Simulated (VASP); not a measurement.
Si:

```
Si
1.0
     0.00000    2.72185    2.72185
     2.72185    0.00000    2.72185
     2.72185    2.72185    0.00000
Si
2
Direct
  0.50000 0.50000 0.50000
  0.75000 0.75000 0.75000
```

Base run:

| Property | Result |
| --- | --- |
| Program | VASP 6.6.1 |
| Functional | revTPSS |
| Potentials or basis | VASP PAW PBE potentials, release 64 (Si) |
| Cutoff | 520 eV |
| k mesh | 8 × 8 × 8 |
| Occupations | fermi-dirac, width 0.05 eV |
| Spin | no spin polarisation |

Its results: band gap on the k mesh 0.60 eV, indirect (least direct gap 2.67 eV).

The run is repeated on the same cell with these changes: functional from revTPSS to LMBJ. What comes out?

Band gap on the k mesh 1.25 eV, indirect (least direct gap 3.15 eV).

Caveats: the mesh misses the band edges, which the band path finds closer together (some runs).

Not every run made on this cell is shown here.
